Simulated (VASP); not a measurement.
# GaAs (F-43m) in VASP: further runs

Runs on GaAs. Level: PBE. Tasks: single point, relaxation of cell and atoms.

All numbers are computed with VASP 6.6.1; they aren't measurements. Logs are shortened: lines on timing, memory, paths and dates and some standing lists are left out, and cuts for length are marked.

**The experiment to reproduce.**

From “Evidence of valence band perturbations in GaAsN/GaAs(001): A combined variable-angle spectroscopic ellipsometry and modulated photoreflectance investigation”, 2008, arxiv:0805.2212, for a bulk crystal of GaAs at 300 K: band gap 1.412 ± 0.01 eV (direct).

How close the calculation comes is told below.

**1. Starting point**

The structure is cubic, space group F-43m (No. 216). The conventional cell has a = 5.746 Å, b = 5.746 Å, c = 5.746 Å, α = 90.00°, β = 90.00°, γ = 90.00°. Ga (site symmetry -43m) is surrounded by 4 As at 2.49 Å. Around As (site symmetry -43m) lie 4 Ga at 2.49 Å.

The cell is a database's computed one.

**2. Single point, PBE**

INCAR

```
SYSTEM = GaAs
PREC = Accurate
ENCUT = 520
EDIFF = 1E-6
ISMEAR = 0
SIGMA = 0.01
LREAL = .False.
LASPH = .True.
NELM = 60
ALGO = Normal
ISIF = 2
LWAVE = .False.
LCHARG = .True.
GGA = PE
LELF = .True.
LVHAR = .True.
NBANDS = 16
```

KPOINTS

```
regular mesh
0
Gamma
  10 10 10
  0 0 0
```

POSCAR

```
GaAs
1.0
    0.0000000000      2.8729623541      2.8729623541
    2.8729623541      0.0000000000      2.8729623541
    2.8729623541      2.8729623541      0.0000000000
Ga As
1 1
Direct
    0.0000000000      0.0000000000      0.0000000000
    0.2500000000      0.2500000000      0.2500000000
```

Potentials or basis: VASP PAW PBE potentials, release 64 (Ga_d, As).

Command:

```sh
$ cat potpaw_PBE.64/Ga_d/POTCAR potpaw_PBE.64/As/POTCAR > POTCAR
$ mpirun -np 1 vasp_std > vasp.out
```

OUTCAR:

```text
SYSTEM = GaAs
   PREC = Accurate
   ENCUT = 520
   EDIFF = 1E-6
   ISMEAR = 0
   LREAL = .False.
   LASPH = .True.
   NELM = 60
   ISIF = 2
   GGA = PE

 ion  position               nearest neighbor table
   1  0.000  0.000  0.000-   2 2.49   2 2.49   2 2.49   2 2.49
   2  0.250  0.250  0.250-   1 2.49   1 2.49   1 2.49   1 2.49

  LATTYP: Found a face centered cubic cell.
 ALAT       =     5.7459247082

  Lattice vectors:

 A1 = (   0.0000000000,   2.8729623541,   2.8729623541)
 A2 = (   2.8729623541,   0.0000000000,   2.8729623541)
 A3 = (   2.8729623541,   2.8729623541,   0.0000000000)

Analysis of symmetry for initial positions (statically):
=====================================================================
 Subroutine PRICEL returns:
 Original cell was already a primitive cell.

 Routine SETGRP: Setting up the symmetry group for a
 face centered cubic supercell.

 Subroutine GETGRP returns: Found 24 space group operations
 (whereof 24 operations were pure point group operations)
 out of a pool of 48 trial point group operations.

The static configuration has the point symmetry T_d .

Analysis of symmetry for dynamics (positions and initial velocities):
=====================================================================
 Subroutine PRICEL returns:
 Original cell was already a primitive cell.

 Routine SETGRP: Setting up the symmetry group for a
 face centered cubic supercell.

 Subroutine GETGRP returns: Found 24 space group operations
 (whereof 24 operations were pure point group operations)
 out of a pool of 48 trial point group operations.

The dynamic configuration has the point symmetry T_d .

 Subroutine INISYM returns: Found 24 space group operations
 (whereof 24 operations are pure point group operations),
 and found     1 'primitive' translations

----------------------------------------------------------------------------------------

                                     Primitive cell

  volume of cell :      47.4264

  direct lattice vectors                    reciprocal lattice vectors
     0.000000000  2.872962354  2.872962354    -0.174036391  0.174036391  0.174036391
     2.872962354  0.000000000  2.872962354     0.174036391 -0.174036391  0.174036391
     2.872962354  2.872962354  0.000000000     0.174036391  0.174036391 -0.174036391

  length of vectors
[... 74 lines left out ...]
   ISTART =      0    job   : 0-new  1-cont  2-samecut
   ICHARG =      2    charge: 1-file 2-atom 10-const
   ISPIN  =      1    spin polarized calculation?
   LNONCOLLINEAR =      F non collinear calculations
   LSORBIT =      F    spin-orbit coupling
   LASPH  =      T    aspherical Exc in radial PAW
   ENCUT  =  520.0 eV  38.22 Ry    6.18 a.u.   7.55  7.55  7.55*2*pi/ulx,y,z
   NELM   =     60;   NELMIN=  2; NELMDL= -5     # of ELM steps
   EDIFF  = 0.1E-05   stopping-criterion for ELM
   LREAL  =      F    real-space projection
   EDIFFG = 0.1E-04   stopping-criterion for IOM
   NSW    =      0    number of steps for IOM
   IBRION =     -1    ionic relax: 0-MD 1-quasi-New 2-CG
   NFREE  =      0    steps in history (QN), initial steepest desc. (CG)
   ISIF   =      2    stress and relaxation
   ISYM   =      2    0-nonsym 1-usesym 2-fastsym
   POTIM  = 0.5000    time-step for ionic-motion
   TEBEG  =    0.0;   TEEND  =   0.0 temperature during run
   PSTRESS=    0.0 pullay stress
   NELECT =      18.0000    total number of electrons
   NUPDOWN=      -1.0000    fix difference up-down
   EMIN   =  10.00;   EMAX   =-10.00  energy-range for DOS
   EFERMI =   0.00;   METHOD = LEGACY
   ISMEAR =     0;   SIGMA  =   0.01  broadening in eV -4-tet -1-fermi 0-gaus
   EFERMI_NEDOS =   21; number of points for ismear=-14 and -15
   IALGO  =     38    algorithm
   IMIX   =      4    mixing-type and parameters
     AMIX     =   0.40;   BMIX     =  1.00
     AMIX_MAG =   1.60;   BMIX_MAG =  1.00
  volume/ion in A,a.u.               =      23.71       160.02
  Fermi-wavevector in a.u.,A,eV,Ry     =   1.185293  2.239879 19.115091  1.404920
  Thomas-Fermi vector in A             =   2.321490
   LORBIT       =      0    0 simple, 1 ext, 2 COOP (PROOUT), +10 PAW based schemes
   GGA     = PE    functional components
   LHFCALC =     F    Hartree Fock is set to
   AEXX    =    0.0000 exact exchange contribution
   IVDW    =     0    specifies the selected vdW correction
   LEPSILON=     F    determine dielectric tensor
   LRPA    =     F    only Hartree local field effects (RPA)
 non-spin polarized calculation
 Gauss-broadening in eV      SIGMA  =   0.01
  energy-cutoff  :      520.00
  volume of cell :       47.43
 maximum number of plane-waves:      1298
   NGX = 15   NGY = 15   NGZ = 15

 number of electron      17.9999987 magnetization

 Free energy of the ion-electron system (eV)
  ---------------------------------------------------
  ext. energy  EPLUGINS =         0.00000000
  ---------------------------------------------------
  free energy    TOTEN  =        -8.27525415 eV

  energy without entropy =       -8.27525415  energy(sigma->0) =       -8.27525415

 E-fermi :   3.5568     XC(G=0):  -9.3716

 val. band max:        3.4870275997   @ k =   0.0000   0.0000   0.0000
 cond. band min:       3.6480729256   @ k =   0.0000   0.0000   0.0000
 fundamental gap:      0.1610453259
 Fermi energy:         3.5567614487

 k-point     1 :       0.0000    0.0000    0.0000
  band No.  band energies     occupation
      1     -11.2392      2.00000
      2     -11.2392      2.00000
      3     -11.2392      2.00000
      4     -11.1712      2.00000
      5     -11.1712      2.00000
      6      -8.9007      2.00000
[... 433 lines left out ...]
      3     -11.2075      2.00000
      4     -11.1856      2.00000
      5     -11.1630      2.00000
      6      -7.2941      2.00000
[... 8 lines left out ...]
     15      15.5510      0.00000
     16      15.9804      0.00000

 [... further k-points ...]
[... 5 lines left out ...]
  --------------------------------------------------------------------------------------
  -------------------------------------------------------------------------------------
  Total        0.0378609      0.0378609      0.0378609      0.0000000      0.0000000     -0.0000000
  in kB        1.2790341      1.2790341      1.2790341      0.0000000      0.0000000     -0.0000000
  external PRESSURE =       1.2790341 kB  Pullay stress =       0.0000000 kB

 VOLUME and BASIS-vectors are now :
 -----------------------------------------------------------------------------
  energy-cutoff  :      520.00
  volume of cell :       47.43
      direct lattice vectors                 reciprocal lattice vectors
     0.000000000  2.872962354  2.872962354    -0.174036391  0.174036391  0.174036391
     2.872962354  0.000000000  2.872962354     0.174036391 -0.174036391  0.174036391
     2.872962354  2.872962354  0.000000000     0.174036391  0.174036391 -0.174036391

 POSITION                                       TOTAL-FORCE (eV/Angst)
 -----------------------------------------------------------------------------------
      0.00000      0.00000      0.00000         0.000000      0.000000     -0.000000
      1.43648      1.43648      1.43648        -0.000000     -0.000000      0.000000
 -----------------------------------------------------------------------------------
    total drift:                                0.000002      0.000002      0.000002

  FREE ENERGIE OF THE ION-ELECTRON SYSTEM (eV)
  ---------------------------------------------------
  free  energy   TOTEN  =        -8.2752541482 eV

  energy  without entropy=       -8.2752541482  energy(sigma->0) =       -8.27525415
```

OSZICAR:

```text
N       E                     dE             d eps       ncg     rms          rms(c)
DAV:   1     0.817556139645E+02    0.81756E+02   -0.89188E+03  1576   0.155E+03
DAV:   2    -0.176582263865E+01   -0.83521E+02   -0.79615E+02  1720   0.311E+02
DAV:   3    -0.832346187914E+01   -0.65576E+01   -0.65371E+01  1840   0.660E+01
DAV:   4    -0.842366104695E+01   -0.10020E+00   -0.10018E+00  1824   0.906E+00
DAV:   5    -0.842514686363E+01   -0.14858E-02   -0.14858E-02  1936   0.994E-01    0.276E+00
DAV:   6    -0.829065490366E+01    0.13449E+00   -0.21021E-01  2280   0.752E+00    0.165E+00
DAV:   7    -0.827384785863E+01    0.16807E-01   -0.57393E-02  1832   0.166E+00    0.554E-01
DAV:   8    -0.827473312775E+01   -0.88527E-03   -0.96914E-03  1808   0.109E+00    0.943E-02
DAV:   9    -0.827513412694E+01   -0.40100E-03   -0.92439E-04  1856   0.370E-01    0.524E-02
DAV:  10    -0.827520049689E+01   -0.66370E-04   -0.67269E-05  2032   0.761E-02    0.284E-02
DAV:  11    -0.827525381421E+01   -0.53317E-04   -0.76632E-05  1680   0.634E-02    0.367E-03
DAV:  12    -0.827525414817E+01   -0.33396E-06   -0.11090E-06  1560   0.141E-02
   1 F= -.82752541E+01 E0= -.82752541E+01  d E =-.128640E-25
```

It took 31 s on 1 thread of AMD EPYC 7R13 (Zen 3), shared host; peak memory 0.15 GiB.

What came out:

- Free energy: -8.2753 eV
- Pressure: 0.1 GPa
- Band gap on the k mesh: 0.16 eV, direct

**3. Relaxation of cell and atoms, PBE**

This run uses another cell than the first one, of 23.77 Å³/atom, 1.002 times its volume.

INCAR

```
PREC = Accurate
ENCUT = 600
EDIFF = 1E-7
ISMEAR = 0
SIGMA = 0.01
LREAL = False
LASPH = True
NELM = 100
ALGO = Fast
ISIF = 3
LWAVE = False
LCHARG = False
GGA = PE
IBRION = 2
NSW = 100
EDIFFG = -0.01
```

KPOINTS

```
regular mesh
0
Gamma
  10 10 10
```

POSCAR

```
GaAs
1.0
    0.0000000000      2.8750910800      2.8750910800
    2.8750910800      0.0000000000      2.8750910800
    2.8750910800      2.8750910800      0.0000000000
Ga As
1 1
Direct
    0.0000000000      0.0000000000      0.0000000000
    0.2500000000      0.2500000000      0.2500000000
```

Potentials or basis: VASP PAW PBE potentials, release 64 (Ga_d, As).

Command:

```sh
$ cat potpaw_PBE.64/Ga_d/POTCAR potpaw_PBE.64/As/POTCAR > POTCAR
$ mpirun -np 1 vasp_std > vasp.out
```

OUTCAR:

```text
PREC = Accurate
   ENCUT = 600
   EDIFF = 1E-7
   ISMEAR = 0
   LREAL = False
   LASPH = True
   NELM = 100
   ISIF = 3
   GGA = PE
   IBRION = 2
   NSW = 100
   EDIFFG = -0.01

 ion  position               nearest neighbor table
   1  0.000  0.000  0.000-   2 2.49   2 2.49   2 2.49   2 2.49
   2  0.250  0.250  0.250-   1 2.49   1 2.49   1 2.49   1 2.49

  LATTYP: Found a face centered cubic cell.
 ALAT       =     5.7501821600

  Lattice vectors:

 A1 = (   0.0000000000,   2.8750910800,   2.8750910800)
 A2 = (   2.8750910800,   0.0000000000,   2.8750910800)
 A3 = (   2.8750910800,   2.8750910800,   0.0000000000)

Analysis of symmetry for initial positions (statically):
=====================================================================
 Subroutine PRICEL returns:
 Original cell was already a primitive cell.

 Routine SETGRP: Setting up the symmetry group for a
 face centered cubic supercell.

 Subroutine GETGRP returns: Found 24 space group operations
 (whereof 24 operations were pure point group operations)
 out of a pool of 48 trial point group operations.

[... 169 lines left out ...]
 fundamental gap:      0.1450492281
 Fermi energy:         3.5596735792

 k-point     1 :       0.0000    0.0000    0.0000
  band No.  band energies     occupation
      1     -11.2561      2.00000
      2     -11.2561      2.00000
      3     -11.2561      2.00000
      4     -11.1886      2.00000
      5     -11.1886      2.00000
      6      -8.9053      2.00000
      7       3.4674      2.00000
      8       3.4674      2.00000
      9       3.4674      2.00000
     10       3.6125      0.00000
     11       7.1823      0.00000
     12       7.1823      0.00000
     13       7.1823      0.00000
[... 354 lines left out ...]
  band No.  band energies     occupation
      1     -11.3317      2.00000
      2     -11.2259      2.00000
      3     -11.2247      2.00000
      4     -11.2028      2.00000
      5     -11.1805      2.00000
      6      -7.3045      2.00000
      7      -2.0673      2.00000
      8       1.0527      2.00000
      9       1.3679      2.00000
     10       5.3517      0.00000
     11       6.2926      0.00000
     12      10.5403      0.00000
     13      11.1708      0.00000

 [... further k-points ...]
[... 5 lines left out ...]
  --------------------------------------------------------------------------------------
  -------------------------------------------------------------------------------------
  Total       -0.0068106     -0.0068106     -0.0068106      0.0000000      0.0000000      0.0000000
  in kB       -0.2295691     -0.2295691     -0.2295691      0.0000000      0.0000000      0.0000000
  external PRESSURE =      -0.2295691 kB  Pullay stress =       0.0000000 kB

 VOLUME and BASIS-vectors are now :
 -----------------------------------------------------------------------------
  energy-cutoff  :      600.00
  volume of cell :       47.53
      direct lattice vectors                 reciprocal lattice vectors
     0.000000000  2.875091080  2.875091080    -0.173907534  0.173907534  0.173907534
     2.875091080  0.000000000  2.875091080     0.173907534 -0.173907534  0.173907534
     2.875091080  2.875091080  0.000000000     0.173907534  0.173907534 -0.173907534

 POSITION                                       TOTAL-FORCE (eV/Angst)
 -----------------------------------------------------------------------------------
      0.00000      0.00000      0.00000        -0.000000     -0.000000     -0.000000
      1.43755      1.43755      1.43755         0.000000      0.000000      0.000000
 -----------------------------------------------------------------------------------
    total drift:                                0.000002      0.000002      0.000002

  FREE ENERGIE OF THE ION-ELECTRON SYSTEM (eV)
  ---------------------------------------------------
  free  energy   TOTEN  =        -8.2751305369 eV

  energy  without entropy=       -8.2751305369  energy(sigma->0) =       -8.27513054

 reached required accuracy - stopping structural energy minimisation
```

CONTCAR:

```text
GaAs
   1.00000000000000
     0.0000000000000000    2.8750910799999998    2.8750910799999998
     2.8750910799999998    0.0000000000000000    2.8750910799999998
     2.8750910799999998    2.8750910799999998    0.0000000000000000
  Ga              As
     1     1
Direct
     0.0000000000000000    0.0000000000000000    0.0000000000000000
     0.2500000000000000    0.2500000000000000    0.2500000000000000

  0.00000000E+00  0.00000000E+00  0.00000000E+00
  0.00000000E+00  0.00000000E+00  0.00000000E+00
```

Run time: 30 s. Hardware: 1 thread of AMD EPYC 7R13 (Zen 3), shared host; peak memory 0.16 GiB.

What came out:

| Item | Value |
| --- | --- |
| Free energy | -8.2751 eV |
| Pressure after relaxing | 0.0 GPa |
| Band gap on the k mesh | 0.15 eV, direct |

Final structure:
```
Ga As
1.0
     0.00000    2.87509    2.87509
     2.87509    0.00000    2.87509
     2.87509    2.87509    0.00000
Ga As
1 1
Direct
  0.00000 0.00000 0.00000
  0.25000 0.25000 0.25000
```

Caveat: the relaxation stopped at its first step, so nothing moved.

**4. Single point, PBE**

This run uses another cell than the first one, of 23.77 Å³/atom, 1.002 times its volume.

INCAR

```
SYSTEM = GaAs
ALGO = Fast
EDIFF = 1E-7
ENCUT = 520
GGA = PE
ISIF = 2
ISMEAR = 0
LASPH = .TRUE.
LCHARG = .FALSE.
LREAL = .FALSE.
LWAVE = .FALSE.
NBANDS = 16
NELM = 80
PREC = Accurate
SIGMA = 0.1
```

KPOINTS

```
k-points
0
G
  6 6 6
  0 0 0
```

POSCAR is that of step 3.

Command:

```sh
$ cat potpaw_PBE.64/Ga_d/POTCAR potpaw_PBE.64/As/POTCAR > POTCAR
$ mpirun -np 1 vasp_std > vasp.out
```

Wall time 14 s (1 thread of AMD EPYC 7R13 (Zen 3), shared host); peak memory 0.13 GiB.

Results (log left out):

* Free energy: -8.2511 eV
* Pressure: 0.0 GPa
* Band gap on the k mesh: 0.14 eV, direct

Levels at points of the mesh, in eV from the valence-band top:
```
           k point  band 5  band 6  band 7  band 8  band 9  band 10  band 11  band 12  band 13  band 14
(0.00, 0.00, 0.00)  -14.67  -12.37    0.00    0.00    0.00     0.14     3.71     3.71     3.71     7.43
(0.50, 0.00, 0.00)  -14.66  -10.76   -6.38   -1.07   -1.07     0.86     4.61     4.61     7.69    10.02
(0.50, 0.50, 0.00)  -14.66  -10.08   -6.59   -2.51   -2.51     1.55     1.67     9.76     9.76    10.53
```

**5. Summary**

| task | cell | k mesh | cutoff (eV) | smearing | gap on the mesh (eV) | pressure (GPa) |
| --- | --- | --- | --- | --- | --- | --- |
| single point | F-43m, 23.71 Å³/atom | 10 × 10 × 10 | 520 | gaussian 0.01 eV | 0.16 | 0.1 |
| relaxation of cell and atoms | relaxed | 10 × 10 × 10 | 600 | gaussian 0.01 eV | 0.15 | 0.0 |
| single point | F-43m, 23.77 Å³/atom | 6 × 6 × 6 | 520 | gaussian 0.1 eV | 0.14 | 0.0 |

Alike in all rows: level PBE; potentials or basis VASP PAW PBE potentials, release 64 (Ga_d, As); no spin polarisation.

Caveats: the relaxation stopped at its first step, so nothing moved (some runs).

Absolute energies hang on the potentials; compare differences alone.

**6. Comparison with measurements**

Step 2. Measured gap of GaAs: 1.412 eV (direct; 300 K; “Evidence of valence band perturbations in GaAsN/GaAs(001): A combined variable-angle spectroscopic ellipsometry and modulated photoreflectance investigation”, 2008, arxiv:0805.2212). This calculation gives 0.16 eV (-1.25 eV). So large a miss can be the level of theory's own, or it may mean another phase, state or a wrong row. 3 values of this kind are on record (1.412 to 1.51 eV); this one was drawn at random among those near their median, those with a stated uncertainty first. Spin-orbit coupling on As, Ga is left out. The value is that of PBE, without temperature or zero-point motion. Semilocal functionals fall short of measured gaps as a rule. The cell is a database's relaxed one, not the measured one, which moves gaps too.

Step 4. A measured gap of GaAs is 1.412 eV (direct; 300 K; “Evidence of valence band perturbations in GaAsN/GaAs(001): A combined variable-angle spectroscopic ellipsometry and modulated photoreflectance investigation”, 2008, arxiv:0805.2212); the calculated 0.14 eV misses it by -1.27 eV. So large a miss can be the level of theory's own, or it may mean another phase, state or a wrong row. 3 values of this kind are on record (1.412 to 1.51 eV); this one was drawn at random among those near their median, those with a stated uncertainty first. Spin-orbit coupling on As, Ga is left out. The value is that of PBE, without temperature or zero-point motion. Semilocal functionals fall short of measured gaps as a rule. The cell is a database's relaxed one, not the measured one, which moves gaps too.
